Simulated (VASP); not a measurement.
# Pt (Fm-3m) in VASP: notebook, part 2 of 2

VASP 6.6.1. The steps go on from the part before.

## (6) Relaxation of cell and atoms, PBE

Contents of INCAR:

```
SYSTEM = Pt
PREC = Accurate
ENCUT = 630
EDIFF = 1E-6
ISMEAR = -1
SIGMA = 0.05
LREAL = .FALSE.
LASPH = .TRUE.
NELM = 80
ALGO = Fast
ISIF = 3
LWAVE = .FALSE.
LCHARG = .FALSE.
GGA = PE
IBRION = 2
NSW = 40
EDIFFG = -0.01
```

Contents of KPOINTS:

```
regular mesh
0
G
  12 12 12
  0 0 0
```

Contents of POSCAR:

```
Pt
1.0
    0.0000000000      1.9609000000      1.9609000000
    1.9609000000      0.0000000000      1.9609000000
    1.9609000000      1.9609000000      0.0000000000
Pt
1
Direct
    0.0000000000      0.0000000000      0.0000000000
```

Potentials or basis: VASP PAW PBE potentials, release 64 (Pt_GW).

On the command line:

```
cat potpaw_PBE.64/Pt_GW/POTCAR > POTCAR
mpirun -np 1 vasp_std > vasp.out
```

OUTCAR:

```text
SYSTEM = Pt
   PREC = Accurate
   ENCUT = 630
   EDIFF = 1E-6
   ISMEAR = -1
   LREAL = .FALSE.
   LASPH = .TRUE.
   NELM = 80
   ISIF = 3
   GGA = PE
   IBRION = 2
   NSW = 40
   EDIFFG = -0.01

 ion  position               nearest neighbor table
   1  0.000  0.000  0.000-

  LATTYP: Found a face centered cubic cell.
 ALAT       =     3.9218000000

  Lattice vectors:

 A1 = (   0.0000000000,   1.9609000000,   1.9609000000)
 A2 = (   1.9609000000,   0.0000000000,   1.9609000000)
 A3 = (   1.9609000000,   1.9609000000,   0.0000000000)

Analysis of symmetry for initial positions (statically):
=====================================================================
 Subroutine PRICEL returns:
 Original cell was already a primitive cell.

 Routine SETGRP: Setting up the symmetry group for a
 face centered cubic supercell.

 Subroutine GETGRP returns: Found 48 space group operations
 (whereof 48 operations were pure point group operations)
 out of a pool of 48 trial point group operations.

The static configuration has the point symmetry O_h .

Analysis of symmetry for dynamics (positions and initial velocities):
=====================================================================
 Subroutine PRICEL returns:
 Original cell was already a primitive cell.

 Routine SETGRP: Setting up the symmetry group for a
 face centered cubic supercell.

 Subroutine GETGRP returns: Found 48 space group operations
 (whereof 48 operations were pure point group operations)
 out of a pool of 48 trial point group operations.

The dynamic configuration has the point symmetry O_h .

 Subroutine INISYM returns: Found 48 space group operations
 (whereof 48 operations are pure point group operations),
 and found     1 'primitive' translations

----------------------------------------------------------------------------------------

                                     Primitive cell

  volume of cell :      15.0798

  direct lattice vectors                    reciprocal lattice vectors
[... 114 lines left out ...]
   LEPSILON=     F    determine dielectric tensor
   LRPA    =     F    only Hartree local field effects (RPA)
 conjugate gradient relaxation of ions
 non-spin polarized calculation
 RMM-DIIS sequential band-by-band and
  energy-cutoff  :      630.00
  volume of cell :       15.08
 maximum number of plane-waves:       560
   NGX = 11   NGY = 11   NGZ = 11

--------------------------------------- Ionic step        1  -------------------------------------------

 number of electron      10.0000000 magnetization

 Free energy of the ion-electron system (eV)
  ---------------------------------------------------
  ext. energy  EPLUGINS =         0.00000000
  ---------------------------------------------------
  free energy    TOTEN  =        -6.11062710 eV

  energy without entropy =       -6.09518522  energy(sigma->0) =       -6.10290616

------------------------ aborting loop because EDIFF is reached ----------------------------------------

  FORCE on cell =-STRESS in cart. coord.  units (eV):
  Direction    XX          YY          ZZ          XY          YZ          ZX
  --------------------------------------------------------------------------------------
  -------------------------------------------------------------------------------------
  Total        0.8780263      0.8780263      0.8780263     -0.0000000      0.0000000     -0.0000000
  in kB       93.2871380     93.2871380     93.2871380     -0.0000000      0.0000000     -0.0000000
  external PRESSURE =      93.2871380 kB  Pullay stress =       0.0000000 kB
[... 22 lines left out ...]
--------------------------------------- Ionic step        2  -------------------------------------------

 number of electron      10.0000000 magnetization

 E-fermi :   8.9169     XC(G=0): -13.0477

 val. band max:        8.9145999638   @ k =  -0.4167   0.4167   0.1667
 cond. band min:       8.9177631592   @ k =   0.4167   0.2500   0.0000
 fundamental gap:      0.0031631954
 Fermi energy:         8.9168783686

 k-point     1 :       0.0000    0.0000    0.0000
  band No.  band energies     occupation
      1       0.0162      2.00000
      2       5.8193      2.00000
      3       5.8193      2.00000
      4       5.8193      2.00000
      5       7.5732      2.00000
      6       7.5732      2.00000
      7      23.7985      0.00000
      8      28.0466      0.00000
      9      28.0475      0.00000
[... 345 lines left out ...]
--------------------------------------- Ionic step        4  -------------------------------------------

 number of electron       9.9999999 magnetization

 Free energy of the ion-electron system (eV)
  ---------------------------------------------------
  ext. energy  EPLUGINS =         0.00000000
  ---------------------------------------------------
  free energy    TOTEN  =        -6.12505377 eV

  energy without entropy =       -6.10913508  energy(sigma->0) =       -6.11709442

 E-fermi :  10.5046     XC(G=0): -13.6110

 val. band max:       10.5033018421   @ k =  -0.4167   0.4167   0.1667
 cond. band min:      10.5093503203   @ k =   0.4167   0.3333   0.0000
 fundamental gap:      0.0060484782
 Fermi energy:        10.5045616791

 k-point     1 :       0.0000    0.0000    0.0000
  band No.  band energies     occupation
      1       0.6497      2.00000
      2       6.9062      2.00000
      3       6.9062      2.00000
      4       6.9062      2.00000
      5       8.9451      2.00000
      6       8.9451      2.00000
      7      25.2173      0.00000
      8      29.9599      0.00000
      9      29.9599      0.00000
[... 304 lines left out ...]
  FREE ENERGIE OF THE ION-ELECTRON SYSTEM (eV)
  ---------------------------------------------------
  free  energy   TOTEN  =        -6.1250537676 eV

  energy  without entropy=       -6.1091350769  energy(sigma->0) =       -6.11709442

 reached required accuracy - stopping structural energy minimisation
```

OSZICAR:

```text
N       E                     dE             d eps       ncg     rms          rms(c)
DAV:   1     0.519547490595E+02    0.51955E+02   -0.60003E+03  1773   0.118E+03
DAV:   2    -0.517049268006E+01   -0.57125E+02   -0.52819E+02  1667   0.265E+02
DAV:   3    -0.649535851785E+01   -0.13249E+01   -0.12974E+01  2129   0.536E+01
DAV:   4    -0.650196126930E+01   -0.66028E-02   -0.65961E-02  1983   0.292E+00
[... 33 lines left out ...]
DAV:   1    -0.612513978054E+01   -0.10390E-03   -0.24481E-03  2051   0.731E-01    0.631E-02
RMM:   2    -0.612505435206E+01    0.85428E-04   -0.13256E-04  1614   0.165E-01    0.247E-02
RMM:   3    -0.612505199620E+01    0.23559E-05   -0.18665E-05  1473   0.490E-02    0.193E-02
RMM:   4    -0.612505369633E+01   -0.17001E-05   -0.21768E-06   974   0.398E-02    0.793E-04
RMM:   5    -0.612505376759E+01   -0.71260E-07   -0.79310E-07   987   0.322E-02
   4 F= -.61250538E+01 E0= -.61170944E+01  d E =-.144267E-01
```

Run time: 21 s. Hardware: 1 thread of Intel Xeon 6975P-C (Granite Rapids), shared host; peak memory 0.16 GiB.

What came out:

```yaml
Free_energy: -6.1251 eV
Relaxed_volume: 15.60 Å³/atom
Relaxed_cell: a = 2.805 Å, b = 2.805 Å, c = 2.805 Å, α = 60.00°, β = 60.00°, γ = 60.00°
Space_group_after_relaxing_to_0.05_Å: Fm-3m (No. 225)
Energy_gained_by_relaxing: 14.4 meV/atom
Ionic_steps: 4
Pressure_after_relaxing: -0.1 GPa
Band_gap_on_the_k_mesh: none (metal or under the smearing width)
```

The path:
| step | energy change (eV) | largest force (eV/Å) | pressure (GPa) | volume (Å³) |
| --- | --- | --- | --- | --- |
| 1 | 0.0000 | 0.0000 | 9.33 | 15.08 |
| 2 | 0.0756 | 0.0000 | -17.60 | 17.08 |
| 3 | -0.0144 | 0.0000 | -0.25 | 15.62 |
| 4 | -0.0144 | 0.0000 | -0.06 | 15.60 |

Final structure:
```cif
data_structure
_symmetry_space_group_name_H-M 'P 1'
_symmetry_Int_Tables_number 1
_cell_length_a 2.8048
_cell_length_b 2.8048
_cell_length_c 2.8048
_cell_angle_alpha 60.000
_cell_angle_beta 60.000
_cell_angle_gamma 60.000
_cell_volume 15.60
loop_
_atom_site_label
_atom_site_type_symbol
_atom_site_fract_x
_atom_site_fract_y
_atom_site_fract_z
_atom_site_occupancy
Pt1 Pt 0.00000 0.00000 0.00000 1
```

Levels at points of the mesh, in eV from the Fermi level:
```tsv
k point	band 2	band 3	band 4	band 5	band 6	band 7	band 8	band 9
(0.00, 0.00, 0.00)	-3.60	-3.60	-3.60	-1.56	-1.56	14.71	19.46	19.46
(0.50, 0.00, 0.00)	-3.66	-3.66	-0.35	0.02	0.02	5.57	14.27	18.68
(0.50, 0.50, 0.00)	-6.29	-0.01	0.45	0.45	1.84	8.50	11.26	11.26
```

Spin-orbit coupling is left out, which matters for the levels of Pt. Zero-point motion and thermal expansion aren't in these numbers.

## (7) For comparison

An earlier run on the cell as given: functional PBE; potentials or basis VASP PAW PBE potentials, release 64 (Pt); cutoff 520 eV; k mesh 12 × 12 × 12; occupations fermi-dirac, width 0.05 eV; no spin polarisation.

- Pressure: 9.7 GPa
- Band gap on the k mesh: none (metal or under the smearing width)

## (8) Summary

| task | potentials or basis | cell | cutoff (eV) | smearing | gap on the mesh (eV) | pressure (GPa) | relaxed volume (Å³/atom) |
| --- | --- | --- | --- | --- | --- | --- | --- |
| single point | VASP PAW PBE potentials, release 64 (Pt) | as given | 520 | gaussian 0.027 eV | none | 9.7 | - |
| relaxation of cell and atoms | VASP PAW PBE potentials, release 64 (Pt) | relaxed | 580 | fermi-dirac 0.05 eV | none | 0.0 | 15.63 |
| relaxation of cell and atoms | VASP PAW PBE potentials, release 64 (Pt) | relaxed | 600 | fermi-dirac 0.05 eV | none | 0.0 | 15.63 |
| relaxation of cell and atoms | VASP PAW PBE potentials, release 64 (Pt_sv_GW) | relaxed | 680 | fermi-dirac 0.05 eV | none | 0.0 | 15.63 |
| relaxation of cell and atoms | VASP PAW PBE potentials, release 64 (Pt_GW) | relaxed | 630 | fermi-dirac 0.05 eV | none | -0.1 | 15.60 |
| single point | VASP PAW PBE potentials, release 64 (Pt) | as given | 520 | fermi-dirac 0.05 eV | none | 9.7 | - |

Alike in all rows: level PBE; no spin polarisation; k mesh 12 × 12 × 12.

Total energies depend on the potentials used, so only differences within one code and one set of settings carry meaning.
